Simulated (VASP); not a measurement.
Wanted: the native input for a VASP 6.6.1 run.

```yaml
Task: single point
Functional: r2SCAN
Potentials_or_basis: VASP PAW PBE potentials, release 64 (Mg, O_h)
Cutoff: 1400 eV
k_mesh: 8 × 8 × 5
Occupations: gaussian, width 0.02 eV
Spin: no spin polarisation
Further_INCAR_settings: ADDGRID = False; ALGO = Normal; EDIFF = 1e-08; NBANDS = 16
```

The structure of MgO lies in POSCAR:

```
MgO
1.0
    3.3077869865      0.0000000000      0.0000000000
   -1.6538934933      2.8646275606      0.0000000000
    0.0000000000      0.0000000000      4.9828816700
Mg O
2 2
Direct
    0.6666666667      0.3333333333      0.5021597400
    0.3333333333      0.6666666667      0.0021597400
    0.6666666667      0.3333333333      0.9024402600
    0.3333333333      0.6666666667      0.4024402600
```

Measurements of this composition are mostly on another form, of space group No. 225.

One way to write it, as run:

INCAR

```
SYSTEM = MgO
  PREC = Accurate
  ENCUT = 1400
  EDIFF = 1E-8
  ISMEAR = 0
  SIGMA = 0.02
  LREAL = .False.
  LASPH = .True.
  NELM = 100
  ALGO = Normal
  ISIF = 2
  LWAVE = .False.
  LCHARG = .False.
  METAGGA = R2SCAN
  LMIXTAU = .True.
  NBANDS = 16
  ADDGRID = .False.
```

KPOINTS

```
Automatic mesh
0
Gamma
  8 8 5
  0 0 0
```

Potentials or basis: VASP PAW PBE potentials, release 64 (Mg, O_h).

Run with:

```bash
$ cat potpaw_PBE.64/Mg/POTCAR potpaw_PBE.64/O_h/POTCAR > POTCAR
$ mpirun -np 1 vasp_std > vasp.out
```

Results of the run:

| Item | Value |
| --- | --- |
| Pressure | -1.4 GPa |
| Largest force | 0.030 eV/Å |
| Band gap on the k mesh | 4.13 eV, direct |

Caveat: the PAW data sets were made with another functional, which shifts forces and pressure a little.

Run time: 9.7 min on 1 thread of AMD EPYC 7R43 64-Core Processor (Zen 3), with other jobs on the host, peak memory 0.35 GiB.
